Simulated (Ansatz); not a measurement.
Input of an Ansatz 0.2.0 run:

The input input.yaml:

```yaml
crystal:
  lattice:
    - [3.113, 0.0, 0.0]
    - [-1.5565, 2.695937082, 0.0]
    - [0.0, 0.0, 4.981]
  atoms:
    - { symbol: Al, position: [0.6666666667, 0.3333333333, 0.5] }
    - { symbol: Al, position: [0.3333333333, 0.6666666667, 0.0] }
    - { symbol: "N", position: [0.6666666667, 0.3333333333, 0.88] }
    - { symbol: "N", position: [0.3333333333, 0.6666666667, 0.38] }
hamiltonian:
  xc: { exchange: rpw86, correlation: pbe }
  pseudopotentials: { kind: paw }
kpoints:
  mp_grid: { grid: [10, 10, 6] }
scf:
  occupations: { method: fermi_dirac, width: 0.05 }
output:
  forces: true
  stress: true
relax:
  f_tol: 0.01
  max_steps: 40
  cell: { stress_tol: 0.05 }
```

Potentials or basis: Ansatz PAW.

The run is started by

```console
$ ansatz run input.yaml --threads 2 --pin off --max-ram 5120MiB --backend cpu --events-out ev --progress --plain --runs-dir out
```

(1) What does it give for the space group after relaxing (to 0.05 Å)?

(2) Estimate the band gap on the k mesh.

Answers

(1) P6_3mc (No. 186).

(2) 4.08 eV.

Caveat: the plane-wave basis is chosen anew once the cell has moved, so the energies of steps on either side of that aren't comparable.
